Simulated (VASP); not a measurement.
# Zn (P6_3/mmc) in VASP: a series of runs

Runs on Zn. Level: PBE. Tasks: relaxation of cell and atoms, electrostatic potential.

All numbers are computed with VASP 6.6.1; they aren't measurements. Logs are shortened: lines on timing, memory, paths and dates and some standing lists are left out, and cuts for length are marked.

**1. Starting point**

Symmetry: P6_3/mmc, No. 194, hexagonal system. The conventional cell has a = 2.620 Å, b = 2.620 Å, c = 4.800 Å, α = 90.00°, β = 90.00°, γ = 120.00°. Zn (site symmetry -6m2) is surrounded by 12 Zn at 2.62 to 2.84 Å.

The cell was built by a generator and needn't be a form met in nature.

**2. Relaxation of cell and atoms, PBE**

Contents of INCAR:

```
SYSTEM = Zn
PREC = Accurate
ENCUT = 700
EDIFF = 1E-7
ISMEAR = 1
SIGMA = 0.1
LREAL = .FALSE.
LASPH = .TRUE.
NELM = 120
ALGO = Fast
ISIF = 3
LWAVE = .FALSE.
LCHARG = .FALSE.
GGA = PE
IBRION = 2
NSW = 40
EDIFFG = -0.005
```

Contents of KPOINTS:

```
Automatic mesh
0
G
  18 18 10
  0 0 0
```

Contents of POSCAR:

```
Zn
1.0
    2.6200000000      0.0000000000      0.0000000000
   -1.3100000000      2.2689865600      0.0000000000
    0.0000000000      0.0000000000      4.8000000000
Zn
2
Direct
    0.3333333300      0.6666666700      0.2500000000
    0.6666666700      0.3333333300      0.7500000000
```

Potentials or basis: VASP PAW PBE potentials, release 64 (Zn).

The run is started by

```console
$ cat potpaw_PBE.64/Zn/POTCAR > POTCAR
$ mpirun -np 1 vasp_std > vasp.out
```

OUTCAR:

```text
SYSTEM = Zn
   PREC = Accurate
   ENCUT = 700
   EDIFF = 1E-7
   ISMEAR = 1
   LREAL = .FALSE.
   LASPH = .TRUE.
   NELM = 120
   ISIF = 3
   GGA = PE
   IBRION = 2
   NSW = 40
   EDIFFG = -0.005

 ion  position               nearest neighbor table
   1  0.333  0.667  0.250-   2 2.84   2 2.84   2 2.84   2 2.84   2 2.84   2 2.84
   2  0.667  0.333  0.750-   1 2.84   1 2.84   1 2.84   1 2.84   1 2.84   1 2.84

  LATTYP: Found a hexagonal cell.
 ALAT       =     2.6200000000
 C/A-ratio  =     1.8320610687

  Lattice vectors:

 A1 = (   2.6200000000,   0.0000000000,   0.0000000000)
 A2 = (  -1.3100000000,   2.2689865600,   0.0000000000)
 A3 = (   0.0000000000,   0.0000000000,   4.8000000000)

Analysis of symmetry for initial positions (statically):
=====================================================================
 Subroutine PRICEL returns:
 Original cell was already a primitive cell.

 Routine SETGRP: Setting up the symmetry group for a
 hexagonal supercell.

 Subroutine GETGRP returns: Found 24 space group operations
 (whereof 12 operations were pure point group operations)
 out of a pool of 24 trial point group operations.

The static configuration has the point symmetry D_3d.
 The point group associated with its full space group is D_6h.

Analysis of symmetry for dynamics (positions and initial velocities):
=====================================================================
 Subroutine PRICEL returns:
 Original cell was already a primitive cell.

 Routine SETGRP: Setting up the symmetry group for a
 hexagonal supercell.

 Subroutine GETGRP returns: Found 24 space group operations
 (whereof 12 operations were pure point group operations)
 out of a pool of 24 trial point group operations.

The dynamic configuration has the point symmetry D_3d.
 The point group associated with its full space group is D_6h.

 Subroutine INISYM returns: Found 24 space group operations
 (whereof 12 operations are pure point group operations),
 and found     1 'primitive' translations

----------------------------------------------------------------------------------------

                                     Primitive cell

  volume of cell :      28.5348

  direct lattice vectors                    reciprocal lattice vectors
     2.620000000  0.000000000  0.000000000     0.381679389  0.220362698  0.000000000
    -1.310000000  2.268986560  0.000000000     0.000000000  0.440725396  0.000000000
     0.000000000  0.000000000  4.800000000     0.000000000  0.000000000  0.208333333

  length of vectors
     2.620000000  2.620000002  4.800000000     0.440725396  0.440725396  0.208333333

  position of ions in fractional coordinates (direct lattice)
     0.333333330  0.666666670  0.250000000
     0.666666670  0.333333330  0.750000000

  ion indices of the primitive-cell ions
   primitive index   ion index
                 1           1
                 2           2

----------------------------------------------------------------------------------------

 KPOINTS: Automatic mesh

Automatic generation of k-mesh.
 Grid dimensions read from file:
 generate k-points for:   18   18   10

 Generating k-lattice:

  Cartesian coordinates                     Fractional coordinates (reciprocal lattice)
     0.021204411  0.012242372  0.000000000     0.055555556  0.000000000  0.000000000
     0.000000000  0.024484744  0.000000000     0.000000000  0.055555556  0.000000000
     0.000000000  0.000000000  0.020833333     0.000000000  0.000000000  0.100000000

  Length of vectors
     0.024484744  0.024484744  0.020833333

  Shift w.r.t. Gamma in fractional coordinates (k-lattice)
     0.000000000  0.000000000  0.000000000

 Subroutine IBZKPT returns following result:
 ===========================================

 Found    222 irreducible k-points:

 Following reciprocal coordinates:
            Coordinates               Weight
  0.000000  0.000000  0.000000      1.000000
  0.055556 -0.000000  0.000000      6.000000
  0.111111 -0.000000  0.000000      6.000000
  0.166667 -0.000000  0.000000      6.000000
[... 41 lines left out ...]

 Free energy of the ion-electron system (eV)
  ---------------------------------------------------
  ext. energy  EPLUGINS =         0.00000000
  ---------------------------------------------------
  free energy    TOTEN  =        -2.18268966 eV

  energy without entropy =       -2.18253333  energy(sigma->0) =       -2.18263755

------------------------ aborting loop because EDIFF is reached ----------------------------------------

  FORCE on cell =-STRESS in cart. coord.  units (eV):
  Direction    XX          YY          ZZ          XY          YZ          ZX
  --------------------------------------------------------------------------------------
  -------------------------------------------------------------------------------------
  Total        0.8065277      0.8065277      1.1835412      0.0000000     -0.0000000     -0.0000000
  in kB       45.2851117     45.2851118     66.4537525      0.0000000     -0.0000000     -0.0000000
  external PRESSURE =      52.3413254 kB  Pullay stress =       0.0000000 kB
[... 89 lines left out ...]
  FREE ENERGIE OF THE ION-ELECTRON SYSTEM (eV)
  ---------------------------------------------------
  free  energy   TOTEN  =        -2.2129227582 eV

  energy  without entropy=       -2.2133796314  energy(sigma->0) =       -2.21307505

[... ionic steps 4 to 13 ...]

--------------------------------------- Ionic step       14  -------------------------------------------

 number of electron      23.9999992 magnetization

------------------------ aborting loop because EDIFF is reached ----------------------------------------

  FORCE on cell =-STRESS in cart. coord.  units (eV):
  Direction    XX          YY          ZZ          XY          YZ          ZX
  --------------------------------------------------------------------------------------
  -------------------------------------------------------------------------------------
  Total        0.0202106      0.0202106      0.0198242      0.0000000      0.0000000      0.0000000
  in kB        1.0534713      1.0534713      1.0333309      0.0000000      0.0000000      0.0000000
  external PRESSURE =       1.0467578 kB  Pullay stress =       0.0000000 kB
[... 57 lines left out ...]
  energy  without entropy=       -2.2211627982  energy(sigma->0) =       -2.22131805

--------------------------------------- Ionic step       16  -------------------------------------------

 number of electron      23.9999991 magnetization

 Free energy of the ion-electron system (eV)
  ---------------------------------------------------
  ext. energy  EPLUGINS =         0.00000000
  ---------------------------------------------------
  free energy    TOTEN  =        -2.22139714 eV

  energy without entropy =       -2.22116695  energy(sigma->0) =       -2.22132041

 E-fermi :   2.9992     XC(G=0): -11.4865

 val. band max:        2.9722893822   @ k =   0.2778   0.1667   0.0000
 cond. band min:       3.0228743348   @ k =   0.2778   0.2778   0.3000
 fundamental gap:      0.0505849526
 Fermi energy:         2.9992375469

 k-point     1 :       0.0000    0.0000    0.0000
  band No.  band energies     occupation
      1      -7.2978      2.00000
      2      -5.6226      2.00000
      3      -4.9182      2.00000
      4      -4.6497      2.00000
      5      -4.6497      2.00000
      6      -4.6096      2.00000
[... 8 lines left out ...]
     15      19.0974      0.00000
     16      21.1408      0.00000
[... 420 lines left out ...]
  band No.  band energies     occupation
      1      -5.2847      2.00000
      2      -5.1942      2.00000
      3      -5.0742      2.00000
      4      -4.6693      2.00000
      5      -4.4888      2.00000
      6      -4.4888      2.00000
[... 8 lines left out ...]
     15       8.2493      0.00000
     16       9.8473      0.00000

 [... further k-points ...]

------------------------ aborting loop because EDIFF is reached ----------------------------------------

  FORCE on cell =-STRESS in cart. coord.  units (eV):
  Direction    XX          YY          ZZ          XY          YZ          ZX
  --------------------------------------------------------------------------------------
  -------------------------------------------------------------------------------------
  Total        0.0018810      0.0018810      0.0086660      0.0000000     -0.0000000      0.0000000
  in kB        0.0980438      0.0980438      0.4517016      0.0000000     -0.0000000      0.0000000
  external PRESSURE =       0.2159298 kB  Pullay stress =       0.0000000 kB
[... 17 lines left out ...]
  FREE ENERGIE OF THE ION-ELECTRON SYSTEM (eV)
  ---------------------------------------------------
  free  energy   TOTEN  =        -2.2213971386 eV

  energy  without entropy=       -2.2211669516  energy(sigma->0) =       -2.22132041

 reached required accuracy - stopping structural energy minimisation
```

Run time: 6.4 min. Hardware: 1 thread of Intel Xeon 6975P-C (Granite Rapids), shared host; peak memory 0.27 GiB.

What came out:

```
Free energy                            : -2.2214 eV
Relaxed volume                         : 15.37 Å³/atom
Relaxed cell                           : a = 2.639 Å, b = 2.639 Å, c = 5.096 Å, α = 90.00°, β = 90.00°, γ = 120.00°
Space group after relaxing (to 0.05 Å) : P6_3/mmc (No. 194)
Energy gained by relaxing              : 19.4 meV/atom
Ionic steps                            : 16
Pressure after relaxing                : 0.0 GPa
Band gap on the k mesh                 : none (metal or under the smearing width)
```

The path:
| step | energy change (eV) | largest force (eV/Å) | pressure (GPa) | volume (Å³) |
| --- | --- | --- | --- | --- |
| 1 | 0.0000 | 0.0000 | 5.23 | 28.53 |
| 2 | -0.0302 | 0.0000 | -0.44 | 30.50 |
| 3 | -0.0302 | 0.0000 | -0.28 | 30.43 |
| 4 | -0.0347 | 0.0000 | -0.20 | 30.49 |
| 5 | -0.0380 | 0.0000 | 0.54 | 30.61 |
| 6 | -0.0385 | 0.0000 | 0.36 | 30.57 |
| 7 | -0.0385 | 0.0000 | 0.34 | 30.58 |
| 8 | -0.0385 | 0.0000 | 0.43 | 30.58 |
| 9 | -0.0386 | 0.0000 | -0.25 | 30.85 |
| 10 | -0.0387 | 0.0000 | -0.04 | 30.74 |
| 11 | -0.0387 | 0.0000 | 0.08 | 30.72 |
| 12 | -0.0387 | 0.0000 | 0.09 | 30.73 |
| 13 | -0.0387 | 0.0000 | 0.07 | 30.73 |
| 14 | -0.0387 | 0.0000 | 0.10 | 30.74 |
| 15 | -0.0387 | 0.0000 | 0.04 | 30.74 |
| 16 | -0.0387 | 0.0000 | 0.02 | 30.74 |

Final structure:
```xyz
2
Lattice="2.6391 0.0000 0.0000 -1.3196 2.2856 0.0000 0.0000 0.0000 5.0959" Properties=species:S:1:pos:R:3 pbc="T T T"
Zn    0.0000    1.5237    1.2740
Zn    1.3196    0.7619    3.8220
```

Levels at points of the mesh, in eV from the Fermi level:
| k point | band 9 | band 10 | band 11 | band 12 | band 13 | band 14 | band 15 | band 16 |
| --- | --- | --- | --- | --- | --- | --- | --- | --- |
| (0.00, 0.00, 0.00) | -7.23 | -7.06 | -7.06 | -3.71 | -3.45 | 12.28 | 16.10 | 18.14 |
| (0.50, 0.00, 0.00) | -6.85 | -6.84 | -2.64 | -1.93 | 2.39 | 3.59 | 3.87 | 5.67 |
| (0.00, 0.00, 0.50) | -7.14 | -7.14 | -7.14 | -7.14 | 3.87 | 3.87 | 19.33 | 19.33 |
| (0.50, 0.00, 0.50) | -6.84 | -6.84 | -1.74 | -1.74 | 0.28 | 0.28 | 9.62 | 9.62 |

**3. Electrostatic potential, PBE**

This run uses another cell than the first one, of 15.37 Å³/atom, 1.077 times its volume.

Contents of INCAR:

```
SYSTEM = Zn
PREC     = Accurate       ! precision mode
ENCUT    = 700            ! plane-wave cutoff, eV
EDIFF    = 1E-7           ! SCF threshold, eV
ISMEAR   = 1              ! smearing method
SIGMA    = 0.1            ! smearing width, eV
LREAL    = .False.        ! projectors in reciprocal space
LASPH    = .True.         ! aspherical terms in the spheres
NELM     = 80             ! most SCF steps
ALGO     = Fast           ! electronic algorithm
ISIF     = 2              ! what is computed and relaxed
LWAVE    = .False.        ! write WAVECAR
LCHARG   = .True.         ! write CHGCAR
GGA      = PE             ! functional
LVHAR    = .True.
```

Contents of KPOINTS:

```
Automatic mesh
0
Gamma
  18 18 10
  0 0 0
```

Contents of POSCAR:

```
Zn                                      
1.0
    2.6391389263      0.0000000000     -0.0000000000
   -1.3195694632      2.2855613564     -0.0000000000
   -0.0000000000     -0.0000000000      5.0959327870
  Zn            
     2
Direct
     0.3333333300000021    0.6666666699999979    0.2500000000000000
     0.6666666699999979    0.3333333300000021    0.7500000000000000
```

Potentials or basis: VASP PAW PBE potentials, release 64 (Zn).

The run is started by

```console
$ cat potpaw_PBE.64/Zn/POTCAR > POTCAR
$ mpirun -np 1 vasp_std > vasp.out
```

Run time: 51 s. Hardware: 1 thread of Intel Xeon 6975P-C (Granite Rapids), shared host; peak memory 0.27 GiB.

Results (log left out):

- Free energy: -2.2220 eV
- Pressure: 0.0 GPa
- Band gap on the k mesh: none (metal or under the smearing width)

Levels at points of the mesh, in eV from the Fermi level:
| k point | band 10 | band 11 | band 12 | band 13 | band 14 | band 15 |
| --- | --- | --- | --- | --- | --- | --- |
| (0.00, 0.00, 0.00) | -7.06 | -7.06 | -3.71 | -3.45 | 12.28 | 16.10 |
| (0.50, 0.00, 0.00) | -6.84 | -2.64 | -1.93 | 2.39 | 3.59 | 3.87 |
| (0.00, 0.00, 0.50) | -7.14 | -7.14 | -7.14 | 3.87 | 3.87 | 19.33 |
| (0.50, 0.00, 0.50) | -6.84 | -1.74 | -1.74 | 0.28 | 0.28 | 9.62 |

**4. Relaxation of cell and atoms, PBE**

Contents of INCAR:

```
  ALGO = Fast
  EDIFF = 1E-6
  EDIFFG = -0.005
  ENCUT = 700
  GGA = PE
  IBRION = 2
  ISIF = 3
  ISMEAR = 1
  LASPH = T
  LCHARG = F
  LREAL = F
  LWAVE = F
  NELM = 120
  NSW = 60
  PREC = Accurate
  SIGMA = 0.1
```

Contents of KPOINTS:

```
k-points
0
Gamma
  18 18 10
```

Contents of POSCAR:

```
Zn
1.0
    2.6200000000      0.0000000000      0.0000000000
   -1.3100000000      2.2689865600      0.0000000000
    0.0000000000      0.0000000000      4.8000000000
Zn
2
Direct
    0.3333333300      0.6666666700      0.2500000000
    0.6666666700      0.3333333300      0.7500000000
```

The run is started by

```console
$ cat potpaw_PBE.64/Zn/POTCAR > POTCAR
$ mpirun -np 1 vasp_std > vasp.out
```

It took 10 min on 1 thread of Intel Xeon 6975P-C (Granite Rapids), shared host; peak memory 0.29 GiB.

Results (log left out):

```
Free energy                            : -2.2214 eV
Relaxed volume                         : 15.38 Å³/atom
Relaxed cell                           : a = 2.639 Å, b = 2.639 Å, c = 5.100 Å, α = 90.00°, β = 90.00°, γ = 120.00°
Space group after relaxing (to 0.05 Å) : P6_3/mmc (No. 194)
Energy gained by relaxing              : 19.4 meV/atom
Ionic steps                            : 31
Pressure after relaxing                : 0.0 GPa
Band gap on the k mesh                 : none (metal or under the smearing width)
```

The path:
| step | energy change (eV) | largest force (eV/Å) | pressure (GPa) | volume (Å³) |
| --- | --- | --- | --- | --- |
| 1 | 0.0000 | 0.0000 | 5.18 | 28.53 |
| 2 | -0.0302 | 0.0000 | -0.32 | 30.48 |
| 3 | -0.0302 | 0.0000 | -0.40 | 30.46 |
| 4 | -0.0302 | 0.0000 | -0.35 | 30.41 |
| 5 | -0.0347 | 0.0000 | 0.07 | 30.47 |
| 6 | -0.0373 | 0.0000 | 0.46 | 30.61 |
| 7 | -0.0384 | 0.0000 | 0.17 | 30.56 |
| 8 | -0.0385 | 0.0000 | 0.58 | 30.57 |
| 9 | -0.0384 | 0.0000 | 0.45 | 30.58 |
| 10 | -0.0385 | 0.0000 | 0.15 | 30.57 |
| 11 | -0.0387 | 0.0000 | 0.16 | 30.66 |
| 12 | -0.0387 | 0.0000 | 0.20 | 30.68 |
| 13 | -0.0387 | 0.0000 | 0.19 | 30.71 |
| 14 | -0.0386 | 0.0000 | -0.15 | 30.76 |
| 15 | -0.0386 | 0.0000 | -0.28 | 30.72 |
| 16 | -0.0387 | 0.0000 | -0.09 | 30.71 |
| 17 | -0.0387 | 0.0000 | 0.18 | 30.65 |
| 18 | -0.0387 | 0.0000 | 0.42 | 30.68 |
| 19 | -0.0387 | 0.0000 | 0.19 | 30.70 |
| 20 | -0.0387 | 0.0000 | 0.04 | 30.70 |
| 21 | -0.0387 | 0.0000 | 0.12 | 30.70 |
| 22 | -0.0387 | 0.0000 | 0.15 | 30.70 |
| 23 | -0.0387 | 0.0000 | 0.20 | 30.71 |
| 24 | -0.0387 | 0.0000 | 0.16 | 30.75 |
| 25 | -0.0386 | 0.0000 | -0.24 | 30.89 |
| 26 | -0.0387 | 0.0000 | -0.13 | 30.80 |
| 27 | -0.0387 | 0.0000 | -0.15 | 30.78 |
| 28 | -0.0387 | 0.0000 | -0.10 | 30.77 |
| 29 | -0.0387 | 0.0000 | -0.02 | 30.76 |
| 30 | -0.0387 | 0.0000 | -0.02 | 30.76 |
| 31 | -0.0387 | 0.0000 | -0.01 | 30.76 |

Final structure:
```cif
data_structure
_symmetry_space_group_name_H-M 'P 1'
_symmetry_Int_Tables_number 1
_cell_length_a 2.6389
_cell_length_b 2.6389
_cell_length_c 5.0998
_cell_angle_alpha 90.000
_cell_angle_beta 90.000
_cell_angle_gamma 120.000
_cell_volume 30.76
loop_
_atom_site_label
_atom_site_type_symbol
_atom_site_fract_x
_atom_site_fract_y
_atom_site_fract_z
_atom_site_occupancy
Zn1 Zn 0.33333 0.66667 0.25000 1
Zn2 Zn 0.66667 0.33333 0.75000 1
```

Levels at points of the mesh, in eV from the Fermi level:
```tsv
k point	band 10	band 11	band 12	band 13	band 14	band 15
(0.00, 0.00, 0.00)	-7.06	-7.06	-3.71	-3.46	12.26	16.07
(0.50, 0.00, 0.00)	-6.83	-2.64	-1.93	2.39	3.60	3.86
(0.00, 0.00, 0.50)	-7.13	-7.13	-7.13	3.86	3.86	19.34
(0.50, 0.00, 0.50)	-6.84	-1.73	-1.73	0.28	0.28	9.61
```

**5. Electrostatic potential, PBE**

This run uses another cell than the first one, of 15.38 Å³/atom, 1.078 times its volume.

Contents of INCAR:

```
PREC = Accurate
ENCUT = 700
EDIFF = 1E-6
ISMEAR = 1
SIGMA = 0.1
LREAL = F
LASPH = T
NELM = 80
ALGO = Fast
ISIF = 2
LWAVE = F
LCHARG = T
GGA = PE
LVHAR = T
```

Contents of KPOINTS:

```
Automatic mesh
0
Gamma
  18 18 10
```

Contents of POSCAR:

```
Zn                                      
1.0
    2.6388956728     -0.0000000000     -0.0000000000
   -1.3194478364      2.2853506927     -0.0000000000
    0.0000000000      0.0000000000      5.0997759494
  Zn            
     2
Direct
     0.3333333300000021    0.6666666699999979    0.2500000000000000
     0.6666666699999979    0.3333333300000021    0.7500000000000000
```

The run is started by

```console
$ cat potpaw_PBE.64/Zn/POTCAR > POTCAR
$ mpirun -np 1 vasp_std > vasp.out
```

Run time: 55 s. Hardware: 1 thread of Intel Xeon 6975P-C (Granite Rapids), shared host; peak memory 0.27 GiB.

The run converged. Its results:

| Property | Result |
| --- | --- |
| Free energy | -2.2220 eV |
| Pressure | 0.0 GPa |
| Band gap on the k mesh | none (metal or under the smearing width) |

Levels at points of the mesh, in eV from the Fermi level:
| k point | band 10 | band 11 | band 12 | band 13 | band 14 | band 15 |
| --- | --- | --- | --- | --- | --- | --- |
| (0.00, 0.00, 0.00) | -7.06 | -7.06 | -3.71 | -3.46 | 12.26 | 16.07 |
| (0.50, 0.00, 0.00) | -6.83 | -2.64 | -1.93 | 2.39 | 3.60 | 3.86 |
| (0.00, 0.00, 0.50) | -7.13 | -7.13 | -7.13 | 3.86 | 3.86 | 19.34 |
| (0.50, 0.00, 0.50) | -6.84 | -1.73 | -1.73 | 0.28 | 0.28 | 9.61 |

**6. Summary**

```tsv
task	cell	gap on the mesh (eV)	pressure (GPa)
relaxation of cell and atoms	relaxed	none	0.0
electrostatic potential	P6_3/mmc, 15.37 Å³/atom	none	0.0
electrostatic potential	P6_3/mmc, 15.38 Å³/atom	none	0.0
```

Alike in all rows: level PBE; potentials or basis VASP PAW PBE potentials, release 64 (Zn); no spin polarisation; k mesh 18 × 18 × 10; cutoff (eV) 700; smearing methfessel-paxton 0.1 eV.

Total energies depend on the potentials used, so only differences within one code and one set of settings carry meaning.
